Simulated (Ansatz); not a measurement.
# Au: one input, then a changed one

The geometry is COD entry 9013036, unchecked; take it as a test cell. It was measured hot, at 574 K.

First run: DFT, LDA, PAW with Ansatz's default frozen-core files, scalar-relativistic (Ansatz 0.2.0).

Command: `ansatz run input.yaml --threads 1 --pin off --max-ram 2048MiB --backend cpu --events-out ev --progress --plain --runs-dir out` The run took 3.1 s on 1 thread of Arm Neoverse V1, with other jobs on the host.

```yaml
crystal:
  lattice:
    - [0.0, 2.0455, 2.0455]
    - [2.0455, 0.0, 2.0455]
    - [2.0455, 2.0455, 0.0]
  atoms:
    - { symbol: Au, position: [0.0, 0.0, 0.0] }
kpoints:
  mp_grid: { grid: [14, 14, 14] }
  band_path:
    path:
      - [0.0, 0.0, 0.0]
      - [0.5, 0.0, 0.5]
      - [0.625, 0.25, 0.625]
      - [0.375, 0.375, 0.75]
      - [0.0, 0.0, 0.0]
      - [0.5, 0.5, 0.5]
      - [0.5, 0.25, 0.75]
      - [0.5, 0.0, 0.5]
    npoints: 5
scf:
  occupations: { method: fermi_dirac, width: 0.08 }
hamiltonian:
  xc: lda
  pseudopotentials: { kind: paw }
output:
  forces: true
  stress: true
  eigenvalues: true
  efg: { contact_densities: true }
  write_density: true
  write_potential: true
  elf: true
  volumetric_format: npy
```

Result: converged; pressure -5.68 GPa; 6 SCF iterations.

Spin–orbit coupling is left out, though it moves levels of the heavy atoms by tenths of an eV or more.

A second input differs as follows:

```diff
@@ -21,4 +21,6 @@
 scf:
   occupations: { method: fermi_dirac, width: 0.08 }
+  mixing: { algorithm: anderson, beta: 0.005, ndim: 1 }
+  max_iter: 100
 hamiltonian:
   xc: lda
@@ -29,7 +31,3 @@
   eigenvalues: true
   efg: { contact_densities: true }
-  write_density: true
-  write_potential: true
-  elf: true
-  volumetric_format: npy
```

Problem. Does the change harm the result?

Solution. Not here: the run converged; energy at zero smearing 0.0 meV/atom from the first run; pressure -5.68 GPa; 35 SCF iterations, so the odd setting did no harm in this case.
